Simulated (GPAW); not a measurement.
# How the form of the self-energy moves the gap of AlP (F-43m)

Aim: compare treatments of exchange, screening and correlation for the gap of AlP (F-43m).

Method: PBE and many-body steps on it, plane waves, in GPAW 26.7.0.

Report form: the programs' logs are mostly left out.

The database entry behind the starting cell differs from later determinations by our own check (0.1 to 0.3 % short, probably kX units), so it need not match the best structure at ambient conditions.

## Step 1: The starting structure

It takes space group F-43m (No. 216, cubic). The conventional cell has a = 5.451 Å, b = 5.451 Å, c = 5.451 Å, α = 90.00°, β = 90.00°, γ = 90.00°. Nearest to Al lie 4 P at 2.36 Å. Nearest to P lie 4 Al at 2.36 Å. Farther neighbours are not listed.

As a file:

```xyz
2
Lattice="0.0000 2.7255 2.7255 2.7255 0.0000 2.7255 2.7255 2.7255 0.0000" Properties=species:S:1:pos:R:3 pbc="T T T"
Al    0.0000    0.0000    0.0000
P     1.3627    1.3627    1.3627
```

The cell and positions come from the Crystallography Open Database and are kept as given unless a step says otherwise.

## Step 2: Empty states on the mesh, 4×4×4 mesh, 373 bands

This step: GPAW 26.7.0; DFT, PBE, plane waves, PAW.

The sums over transitions need many empty states on a uniform mesh; this step solves for them.

run.py reads:

```python
import json
import numpy as np
from gpaw.mpi import world
from gpaw import GPAW

calc = GPAW('gs.gpw').fixed_density(kpts={'size': (4, 4, 4), 'gamma': True},
    parallel={'domain': 1, 'band': 1},
    txt='nscf.txt')
calc.diagonalize_full_hamiltonian(nbands=373)
calc.write('full.gpw', mode='all')
res = {}
kpts = calc.get_ibz_k_points()
res['kpts'] = kpts
res['eigenvalues'] = [calc.get_eigenvalues(kpt=k) for k in range(len(kpts))]
res['n_electrons'] = calc.get_number_of_electrons()

if world.rank == 0:
    with open('result.json', 'w') as f:
        json.dump(res, f, default=lambda x: x.tolist())
```

Launch:

```bash
$ mpirun -n 4 gpaw python run.py
```

Run time: 5.5 s. Hardware: 4 MPI ranks of Arm Neoverse V1, shared host; peak memory 0.75 GiB; 21 s of CPU time.

Numbers from this step:

```yaml
gap: 1.567 eV
k_of_the_valence_top: 0, 0, 0
k_of_the_conduction_bottom: 0.5, 0.5, 0
least_direct_gap: 3.343 eV
k_points_computed: 8
lowest_point_of_the_top_converged_band_above_the_valence_top: 240.3743 eV
```

On this mesh the gap is 1.567 eV.

## Step 3: G0W0, Godby-Needs plasmon pole

G0W0 replaces the xc potential by the self-energy, built once from these orbitals. Only a window of levels is corrected, while the sums run over the empty bands that the input names.

This step: G0W0 on PBE, plane waves, PAW.

run.py reads:

```python
import json
import numpy as np
from gpaw.mpi import world
from gpaw.response.g0w0 import G0W0

gw = G0W0('full.gpw',
    filename='gw',
    kpts=[0, 5],
    bands=(2, 6),
    ecut=150,
    nbands=168,
    integrate_gamma='WS',
    ppa=True)
gw.calculate()
res = {mode: {k: v for k, v in r.items() if k != 'sigma_eskwn'}
       for mode, r in gw.all_results.items()}

if world.rank == 0:
    with open('result.json', 'w') as f:
        json.dump(res, f, default=lambda x: x.tolist())
```

Launch:

```bash
$ mpirun -n 4 gpaw python run.py
```

Elapsed: 29 s, on 4 MPI ranks; peak memory 1.1 GiB.

This step gave:

```yaml
g0w0_gap_on_the_points_computed: 2.335 eV
least_direct_g0w0_gap_on_the_computed_points: 4.317 eV
z_at_the_valence_top: 0.7740
z_at_the_conduction_bottom: 0.8015
starting_gap_on_the_mesh: 1.567 eV
k_of_the_valence_top: 0, 0, 0
k_of_the_conduction_bottom: 0.5, 0.5, 0
```

The gap on the mesh goes from 1.57 eV to 2.34 eV, a correction of +0.77 eV.

## Step 4: One-shot HSE06

This step: one-shot HSE06 levels on PBE orbitals, plane waves, PAW.

run.py reads:

```python
import json
import numpy as np
from gpaw.mpi import world
from gpaw.hybrids.eigenvalues import non_self_consistent_eigenvalues

dft, vxc, vxc_hyb = non_self_consistent_eigenvalues('full.gpw', 'HSE06', 2, 6, kpt_indices=[0, 5])
res = {'dft': dft[0], 'hybrid': (dft - vxc + vxc_hyb)[0]}
if world.rank == 0:
    with open('hybrid.txt', 'w') as f:
        for k, e0, e1 in zip([0, 5], res['dft'], res['hybrid']):
            print(k, ' '.join(f'{x:9.4f}' for x in e0), '|', ' '.join(f'{x:9.4f}' for x in e1), file=f)

if world.rank == 0:
    with open('result.json', 'w') as f:
        json.dump(res, f, default=lambda x: x.tolist())
```

Launch:

```bash
$ mpirun -n 4 gpaw python run.py
```

The job ended after 2.9 s (4 MPI ranks; peak memory 0.48 GiB).

Numbers from this step:

```
starting gap on the mesh                       : 1.567 eV
hybrid gap on the mesh                         : 2.331 eV
least direct hybrid gap on the computed points : 4.289 eV
```

## Step 5: G0W0, extrapolated in the cutoff

This step: G0W0 on PBE, plane waves, PAW.

run.py reads:

```python
import json
import numpy as np
from gpaw.mpi import world
from gpaw.response.g0w0 import G0W0

gw = G0W0('full.gpw',
    filename='gw',
    kpts=[0, 5],
    bands=(2, 6),
    ecut=250.0,
    integrate_gamma='WS',
    ppa=True,
    ecut_extrapolation=True)
gw.calculate()
res = {mode: {k: v for k, v in r.items() if k != 'sigma_eskwn'}
       for mode, r in gw.all_results.items()}

if world.rank == 0:
    with open('result.json', 'w') as f:
        json.dump(res, f, default=lambda x: x.tolist())
```

Launch:

```bash
$ mpirun -n 4 gpaw python run.py
```

Wall time 6.1 min (4 MPI ranks); peak memory 1.3 GiB; 24 min of CPU time.

Numbers from this step:

```yaml
quasiparticle_gap_on_the_points_computed: 2.425 eV
least_direct_quasiparticle_gap_on_the_computed_points: 4.340 eV
z_at_the_valence_top: 0.7733
z_at_the_conduction_bottom: 0.8013
starting_gap_on_the_mesh: 1.567 eV
k_of_the_valence_top: 0, 0, 0
k_of_the_conduction_bottom: 0.5, 0.5, 0
gaps_at_the_cutoffs_of_the_extrapolation: 2.374, 2.379, 2.384 eV
```

Against G0W0 in GPAW (4×4×4 mesh, 168 bands, screening to 150 eV, Godby-Needs plasmon pole), the gap moves by +0.090 eV.

## Step 6: One-shot Hartree-Fock

This step: one-shot Hartree-Fock levels on PBE orbitals, plane waves, PAW.

run.py reads:

```python
import json
import numpy as np
from gpaw.mpi import world
from gpaw.hybrids.eigenvalues import non_self_consistent_eigenvalues

dft, vxc, vxc_hyb = non_self_consistent_eigenvalues('full.gpw', 'EXX', 2, 6, kpt_indices=[0, 5])
res = {'dft': dft[0], 'hybrid': (dft - vxc + vxc_hyb)[0]}
if world.rank == 0:
    with open('hybrid.txt', 'w') as f:
        for k, e0, e1 in zip([0, 5], res['dft'], res['hybrid']):
            print(k, ' '.join(f'{x:9.4f}' for x in e0), '|', ' '.join(f'{x:9.4f}' for x in e1), file=f)

if world.rank == 0:
    with open('result.json', 'w') as f:
        json.dump(res, f, default=lambda x: x.tolist())
```

Launch:

```bash
$ mpirun -n 4 gpaw python run.py
```

Run time: 2.9 s. Hardware: 4 MPI ranks; peak memory 0.48 GiB; 11 s of CPU time.

Numbers from this step:

| Quantity | Value |
| --- | --- |
| starting gap on the mesh | 1.567 eV |
| hybrid gap on the mesh | 7.506 eV |
| least direct hybrid gap on the computed points | 10.11 eV |

## Step 7: G0W0, full frequency, Hilbert transform

This step: G0W0 on PBE, plane waves, PAW.

run.py reads:

```python
import json
import numpy as np
from gpaw.mpi import world
from gpaw.response.g0w0 import G0W0

gw = G0W0('full.gpw',
    filename='gw',
    kpts=[0, 5],
    bands=(2, 6),
    ecut=150,
    nbands=168,
    integrate_gamma='WS',
    frequencies={'type': 'nonlinear', 'domega0': 0.1, 'omega2': 15.0},
    eta=0.1,
    nblocksmax=True)
gw.calculate()
res = {mode: {k: v for k, v in r.items() if k != 'sigma_eskwn'}
       for mode, r in gw.all_results.items()}

if world.rank == 0:
    with open('result.json', 'w') as f:
        json.dump(res, f, default=lambda x: x.tolist())
```

Launch:

```bash
$ mpirun -n 4 gpaw python run.py
```

It took 89 s on 4 MPI ranks; peak memory 1.6 GiB; 5.9 min of CPU time.

This step gave:

```
G0W0 gap on the points computed              : 2.381 eV
least direct G0W0 gap on the computed points : 4.346 eV
starting gap on the mesh                     : 1.567 eV
k of the valence top                         : 0, 0, 0
k of the conduction bottom                   : 0.5, 0.5, 0
```

Against G0W0 in GPAW (4×4×4 mesh, 168 bands, screening to 150 eV, Godby-Needs plasmon pole), the gap moves by +0.046 eV.

## Step 8: The runs together

Times are wall times on 4 MPI ranks of Arm Neoverse V1, shared host, good to a factor of about two.

```
                                    run   mesh  bands  screening cutoff (eV)  DFT gap (eV)  gap on the mesh (eV)  direct (eV)     time
         G0W0, Godby-Needs plasmon pole  4×4×4    168                    150         1.567                 2.335        4.317     29 s
                         one-shot HSE06  4×4×4      -                      -         1.567                 2.331        4.289    2.9 s
       G0W0, extrapolated in the cutoff  4×4×4      -                    250         1.567                 2.425        4.340  6.1 min
                  one-shot Hartree-Fock  4×4×4      -                      -         1.567                 7.506       10.105    2.9 s
G0W0, full frequency, Hilbert transform  4×4×4    168                    150         1.567                 2.381        4.346     89 s
```

## Step 9: Summary of results

* G0W0, Godby-Needs plasmon pole: 2.335 eV
* one-shot HSE06: 2.331 eV
* G0W0, extrapolated in the cutoff: 2.425 eV
* one-shot Hartree-Fock: 7.506 eV
* G0W0, full frequency, Hilbert transform: 2.381 eV
* known limits: not at the basis limit; coarse k mesh

In words: One-shot HSE06: −0.004 eV against G0W0, Godby-Needs plasmon pole. G0W0, extrapolated in the cutoff: +0.090 eV against G0W0, Godby-Needs plasmon pole, at other bands or cutoff, so not like for like. One-shot Hartree-Fock: +5.171 eV against G0W0, Godby-Needs plasmon pole. G0W0, full frequency, Hilbert transform: +0.046 eV against G0W0, Godby-Needs plasmon pole. Bare exchange alone opens the gap to 7.51 eV; against G0W0, correlation takes back 5.17 eV. One-shot hybrid levels are evaluated on the PBE orbitals. Bands and cutoff are finite, so the gap is not at the basis limit. The miss can reach some tenths of an eV and take either sign; the mesh is an error of its own. These stock PAW sets were not made for GW. In the G0W0 runs levels were corrected at 2 k points alone, so a gap called «on the mesh» is the least over those, and an edge elsewhere would be missed. The 4×4×4 mesh is coarse for this cell, which bears on the long-range parts of exchange and screening.

[Paths, hosts, dates, memory and timing lines, banners, echoed tables and standing remarks are left out of the program output.]

[Logs are printed without paths, hosts, clocks, repeated set-up lines and the standing remarks that a program may print on its own settings, such as how far it seeks lower states.]

[Runs of the session that timed out or met a known fault of the program may be left out.]

[Hosts, paths, dates, database ids (printed as entryN), source tags and the programs' standing remarks are cut or masked in the printed files.]
